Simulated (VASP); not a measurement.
# CoSi (P2_13) in VASP: a series of runs

The runs below take CoSi through relaxation of cell and atoms, with PBE+D3(BJ).

Everything below comes from runs of VASP 6.6.1. Logs are shortened: lines on timing, memory, paths and dates and some standing lists are left out, and cuts for length are marked.

### Step 1. The crystal as given

It takes space group P2_13 (No. 198, cubic). Conventional cell: a = 4.438 Å, b = 4.438 Å, c = 4.438 Å, α = 90.00°, β = 90.00°, γ = 90.00°. Co (site symmetry 3) is surrounded by 7 Si at 2.28 to 2.47 Å. Si (site symmetry 3) is surrounded by 7 Co at 2.28 to 2.47 Å.

### Step 2. Relaxation of cell and atoms, PBE+D3(BJ)

Input file INCAR:

```
SYSTEM = CoSi
PREC = Accurate
ENCUT = 600
EDIFF = 1E-6
ISMEAR = 1
SIGMA = 0.1
LREAL = .False.
LASPH = .True.
NELM = 80
ALGO = Normal
ISIF = 3
LWAVE = .False.
LCHARG = .False.
GGA = PE
IVDW = 12
IBRION = 2
NSW = 90
EDIFFG = -0.01
KPAR = 4
```

Input file KPOINTS:

```
Automatic mesh
0
Gamma
  8 8 8
  0 0 0
```

Input file POSCAR:

```
CoSi
1.0
    4.4380000000      0.0000000000      0.0000000000
    0.0000000000      4.4380000000      0.0000000000
    0.0000000000      0.0000000000      4.4380000000
Co Si
4 4
Direct
    0.1400000000      0.1400000000      0.1400000000
    0.3600000000      0.8600000000      0.6400000000
    0.6400000000      0.3600000000      0.8600000000
    0.8600000000      0.6400000000      0.3600000000
    0.8430000000      0.8430000000      0.8430000000
    0.6570000000      0.1570000000      0.3430000000
    0.3430000000      0.6570000000      0.1570000000
    0.1570000000      0.3430000000      0.6570000000
```

Potentials or basis: VASP PAW PBE potentials, release 64 (Co, Si).

On the command line:

```
$ cat potpaw_PBE.64/Co/POTCAR potpaw_PBE.64/Si/POTCAR > POTCAR
$ mpirun -np 4 vasp_std > vasp.out
```

OUTCAR:

```text
SYSTEM = CoSi
   PREC = Accurate
   ENCUT = 600
   EDIFF = 1E-6
   ISMEAR = 1
   LREAL = .False.
   LASPH = .True.
   NELM = 80
   ISIF = 3
   GGA = PE
   IVDW = 12
   IBRION = 2
   NSW = 90
   EDIFFG = -0.01
 IVDW          = 12

 ion  position               nearest neighbor table
   1  0.140  0.140  0.140-   5 2.28   6 2.33   7 2.33   8 2.33   7 2.47   8 2.47   6 2.47   2 2.72
                             4 2.72   2 2.72   4 2.72   3 2.72   3 2.72
   2  0.360  0.860  0.640-   6 2.28   5 2.33   7 2.33   8 2.33   7 2.47   8 2.47   5 2.47   1 2.72
                             3 2.72   1 2.72   3 2.72   4 2.72   4 2.72
   3  0.640  0.360  0.860-   7 2.28   6 2.33   5 2.33   8 2.33   8 2.47   6 2.47   5 2.47   4 2.72
                             2 2.72   2 2.72   4 2.72   1 2.72   1 2.72
   4  0.860  0.640  0.360-   8 2.28   6 2.33   7 2.33   5 2.33   6 2.47   5 2.47   7 2.47   3 2.72
                             1 2.72   1 2.72   3 2.72   2 2.72   2 2.72
   5  0.843  0.843  0.843-   1 2.28   2 2.33   3 2.33   4 2.33   3 2.47   4 2.47   2 2.47   6 2.75
                             7 2.75   8 2.75   6 2.75   8 2.75   7 2.75
   6  0.657  0.157  0.343-   2 2.28   1 2.33   3 2.33   4 2.33   3 2.47   4 2.47   1 2.47   8 2.75
                             5 2.75   5 2.75   7 2.75   7 2.75   8 2.75
   7  0.343  0.657  0.157-   3 2.28   2 2.33   1 2.33   4 2.33   4 2.47   2 2.47   1 2.47   8 2.75
                             5 2.75   8 2.75   6 2.75   6 2.75   5 2.75
   8  0.157  0.343  0.657-   4 2.28   2 2.33   3 2.33   1 2.33   2 2.47   1 2.47   3 2.47   7 2.75
                             5 2.75   7 2.75   5 2.75   6 2.75   6 2.75

  LATTYP: Found a simple cubic cell.
 ALAT       =     4.4380000000

  Lattice vectors:

 A1 = (   4.4380000000,   0.0000000000,   0.0000000000)
 A2 = (   0.0000000000,   4.4380000000,   0.0000000000)
 A3 = (   0.0000000000,   0.0000000000,   4.4380000000)

Analysis of symmetry for initial positions (statically):
=====================================================================
 Subroutine PRICEL returns:
 Original cell was already a primitive cell.

 Routine SETGRP: Setting up the symmetry group for a
 simple cubic supercell.

 Subroutine GETGRP returns: Found 12 space group operations
 (whereof  3 operations were pure point group operations)
 out of a pool of 48 trial point group operations.

The static configuration has the point symmetry C_3 .
 The point group associated with its full space group is T   .

Analysis of symmetry for dynamics (positions and initial velocities):
=====================================================================
 Subroutine PRICEL returns:
 Original cell was already a primitive cell.

 Routine SETGRP: Setting up the symmetry group for a
 simple cubic supercell.

 Subroutine GETGRP returns: Found 12 space group operations
 (whereof  3 operations were pure point group operations)
 out of a pool of 48 trial point group operations.

The dynamic configuration has the point symmetry C_3 .
 The point group associated with its full space group is T   .

 Subroutine INISYM returns: Found 12 space group operations
 (whereof  3 operations are pure point group operations),
 and found     1 'primitive' translations

----------------------------------------------------------------------------------------

                                     Primitive cell

  volume of cell :      87.4102

  direct lattice vectors                    reciprocal lattice vectors
     4.438000000  0.000000000  0.000000000     0.225326724  0.000000000  0.000000000
     0.000000000  4.438000000  0.000000000     0.000000000  0.225326724  0.000000000
     0.000000000  0.000000000  4.438000000     0.000000000  0.000000000  0.225326724

  length of vectors
     4.438000000  4.438000000  4.438000000     0.225326724  0.225326724  0.225326724

  position of ions in fractional coordinates (direct lattice)
     0.140000000  0.140000000  0.140000000
     0.360000000  0.860000000  0.640000000
     0.640000000  0.360000000  0.860000000
     0.860000000  0.640000000  0.360000000
     0.843000000  0.843000000  0.843000000
     0.657000000  0.157000000  0.343000000
     0.343000000  0.657000000  0.157000000
     0.157000000  0.343000000  0.657000000

  ion indices of the primitive-cell ions
   primitive index   ion index
                 1           1
                 2           2
                 3           3
                 4           4
                 5           5
                 6           6
                 7           7
                 8           8

----------------------------------------------------------------------------------------

 KPOINTS: Automatic mesh

Automatic generation of k-mesh.
 Grid dimensions read from file:
 generate k-points for:    8    8    8

 Generating k-lattice:

  Cartesian coordinates                     Fractional coordinates (reciprocal lattice)
     0.028165840  0.000000000  0.000000000     0.125000000  0.000000000  0.000000000
     0.000000000  0.028165840  0.000000000     0.000000000  0.125000000  0.000000000
     0.000000000  0.000000000  0.028165840     0.000000000  0.000000000  0.125000000

  Length of vectors
     0.028165840  0.028165840  0.028165840

  Shift w.r.t. Gamma in fractional coordinates (k-lattice)
     0.000000000  0.000000000  0.000000000

 Subroutine IBZKPT returns following result:
 ===========================================

 Found     45 irreducible k-points:

 Following reciprocal coordinates:
            Coordinates               Weight
  0.000000  0.000000  0.000000      1.000000
  0.125000  0.000000  0.000000      6.000000
  0.250000  0.000000  0.000000      6.000000
  0.375000  0.000000  0.000000      6.000000
  0.500000  0.000000  0.000000      3.000000
  0.125000  0.125000  0.000000     12.000000
[... 16 lines left out ...]
  0.250000  0.125000  0.125000     24.000000
  0.375000  0.125000  0.125000     24.000000
 [... further k-points ...]
   k-points           NKPTS =     45   k-points in BZ     NKDIM =     45   number of bands    NBANDS=     31
   number of dos      NEDOS =    301   number of ions     NIONS =      8
   total plane-waves  NPLWV =  46656
   dimension x,y,z NGX =    36 NGY =   36 NGZ =   36
   dimension x,y,z NGXF=    72 NGYF=   72 NGZF=   72
   ions per type =               4   4
   NGX,Y,Z   is equivalent  to a cutoff of  13.49, 13.49, 13.49 a.u.
   NGXF,Y,Z  is equivalent  to a cutoff of  26.97, 26.97, 26.97 a.u.
 SYSTEM =  CoSi
   PREC   = accura    normal or accurate (medium, high low for compatibility)
   ISTART =      0    job   : 0-new  1-cont  2-samecut
   ICHARG =      2    charge: 1-file 2-atom 10-const
   ISPIN  =      1    spin polarized calculation?
   LNONCOLLINEAR =      F non collinear calculations
   LSORBIT =      F    spin-orbit coupling
   LASPH  =      T    aspherical Exc in radial PAW
   ENCUT  =  600.0 eV  44.10 Ry    6.64 a.u.   8.86  8.86  8.86*2*pi/ulx,y,z
   NELM   =     80;   NELMIN=  2; NELMDL= -5     # of ELM steps
   EDIFF  = 0.1E-05   stopping-criterion for ELM
   LREAL  =      F    real-space projection
   EDIFFG = -.1E-01   stopping-criterion for IOM
   NSW    =     90    number of steps for IOM
   IBRION =      2    ionic relax: 0-MD 1-quasi-New 2-CG
   NFREE  =      1    steps in history (QN), initial steepest desc. (CG)
   ISIF   =      3    stress and relaxation
   ISYM   =      2    0-nonsym 1-usesym 2-fastsym
   POTIM  = 0.5000    time-step for ionic-motion
   TEBEG  =    0.0;   TEEND  =   0.0 temperature during run
   PSTRESS=    0.0 pullay stress
   NELECT =      52.0000    total number of electrons
   NUPDOWN=      -1.0000    fix difference up-down
   EMIN   =  10.00;   EMAX   =-10.00  energy-range for DOS
   EFERMI =   0.00;   METHOD = LEGACY
   ISMEAR =     1;   SIGMA  =   0.10  broadening in eV -4-tet -1-fermi 0-gaus
   EFERMI_NEDOS =   21; number of points for ismear=-14 and -15
   IALGO  =     38    algorithm
   IMIX   =      4    mixing-type and parameters
     AMIX     =   0.40;   BMIX     =  1.00
     AMIX_MAG =   1.60;   BMIX_MAG =  1.00
  volume/ion in A,a.u.               =      10.93        73.73
  Fermi-wavevector in a.u.,A,eV,Ry     =   1.376856  2.601881 25.793021  1.895734
  Thomas-Fermi vector in A             =   2.502063
   LORBIT       =      0    0 simple, 1 ext, 2 COOP (PROOUT), +10 PAW based schemes
   GGA     = PE    functional components
   LHFCALC =     F    Hartree Fock is set to
   AEXX    =    0.0000 exact exchange contribution
   IVDW    =    12    specifies the selected vdW correction
   LEPSILON=     F    determine dielectric tensor
   LRPA    =     F    only Hartree local field effects (RPA)
 conjugate gradient relaxation of ions
 non-spin polarized calculation
 Methfessel and Paxton  Order N= 1 SIGMA  =   0.10
  energy-cutoff  :      600.00
  volume of cell :       87.41
 maximum number of plane-waves:      2968
   NGX = 17   NGY = 17   NGZ = 17

--------------------------------------- Ionic step        1  -------------------------------------------

 number of electron      51.9999992 magnetization

 Free energy of the ion-electron system (eV)
  ---------------------------------------------------
  ext. energy  EPLUGINS =         0.00000000
  ---------------------------------------------------
  free energy    TOTEN  =       -54.72457196 eV

  energy without entropy =      -54.72783601  energy(sigma->0) =      -54.72565997

------------------------ aborting loop because EDIFF is reached ----------------------------------------

 Edisp (eV)   -3.91673

 E8    (eV) :    -1.6601
[... 123 lines left out ...]
  FREE ENERGIE OF THE ION-ELECTRON SYSTEM (eV)
  ---------------------------------------------------
  free  energy   TOTEN  =       -58.7261195637 eV

  energy  without entropy=      -58.7288587892  energy(sigma->0) =      -58.72703264

[... ionic steps 4 to 8 ...]

--------------------------------------- Ionic step        9  -------------------------------------------

 number of electron      51.9999985 magnetization

------------------------ aborting loop because EDIFF is reached ----------------------------------------
[... 87 lines left out ...]
--------------------------------------- Ionic step       11  -------------------------------------------

 number of electron      51.9999985 magnetization

 Free energy of the ion-electron system (eV)
  ---------------------------------------------------
  ext. energy  EPLUGINS =         0.00000000
  ---------------------------------------------------
  free energy    TOTEN  =       -54.67648111 eV

  energy without entropy =      -54.67882489  energy(sigma->0) =      -54.67726237

 E-fermi :  12.6345     XC(G=0): -13.0444

 val. band max:       12.6274437010   @ k =   0.1250   0.1250   0.1250
 cond. band min:      12.6429977702   @ k =   0.0000   0.0000   0.0000
 fundamental gap:      0.0155540692
 Fermi energy:        12.6345126877

 k-point     1 :       0.0000    0.0000    0.0000
  band No.  band energies     occupation
      1      -1.3174      2.00000
      2       4.3006      2.00000
      3       4.3006      2.00000
      4       4.3006      2.00000
      5       7.0052      2.00000
      6       7.0052      2.00000
[... 805 lines left out ...]
     30      14.7424      0.00000
     31      15.6289      0.00000

 [... further k-points ...]

------------------------ aborting loop because EDIFF is reached ----------------------------------------

 Edisp (eV)   -4.07989

 E8    (eV) :    -1.7299
[... 31 lines left out ...]
  FREE ENERGIE OF THE ION-ELECTRON SYSTEM (eV)
  ---------------------------------------------------
  free  energy   TOTEN  =       -58.7563680439 eV

  energy  without entropy=      -58.7587118206  energy(sigma->0) =      -58.75714930

 reached required accuracy - stopping structural energy minimisation
```

Run time: 2.1 min. Hardware: 4 MPI ranks of AMD EPYC 9R45 (Zen 5), shared host; peak memory 0.29 GiB.

What came out:

```yaml
Free_energy: -58.7564 eV
Relaxed_volume: 10.50 Å³/atom
Relaxed_cell: a = 4.380 Å, b = 4.380 Å, c = 4.380 Å, α = 90.00°, β = 90.00°, γ = 90.00°
Space_group_after_relaxing_to_0.05_Å: P2_13 (No. 198)
Energy_gained_by_relaxing: 14.4 meV/atom
Ionic_steps: 11
Pressure_after_relaxing: 0.0 GPa
Band_gap_on_the_k_mesh: none (metal or under the smearing width)
Dispersion_energy_per_atom: -0.510 eV
```

The path:
```tsv
step	energy change (eV)	largest force (eV/Å)	pressure (GPa)	volume (Å³)
1	0.0000	0.2685	-7.86	87.41
2	0.0255	0.4513	11.39	80.80
3	-0.0848	0.3593	0.36	84.23
4	-0.1037	0.2211	0.41	84.11
5	-0.1148	0.0300	0.53	83.95
6	-0.1149	0.0291	0.26	83.94
7	-0.1149	0.0285	0.22	83.93
8	-0.1149	0.0066	-0.33	84.14
9	-0.1150	0.0126	-0.11	84.05
10	-0.1150	0.0143	-0.08	84.04
11	-0.1151	0.0013	0.04	84.01
```

Final structure:
```
Co Si
1.0
     4.37972    0.00000    0.00000
     0.00000    4.37972    0.00000
     0.00000    0.00000    4.37972
Co Si
4 4
Direct
  0.14620 0.14620 0.14620
  0.35380 0.85380 0.64620
  0.64620 0.35380 0.85380
  0.85380 0.64620 0.35380
  0.84367 0.84367 0.84367
  0.65633 0.15633 0.34367
  0.34367 0.65633 0.15633
  0.15633 0.34367 0.65633
```

Caveat: pairwise dispersion overbinds metals, which lowers pressure and volume. Spin polarisation is off, so any magnetic state and its effect on volume and gap are missing.

[end of part 1 of 2]
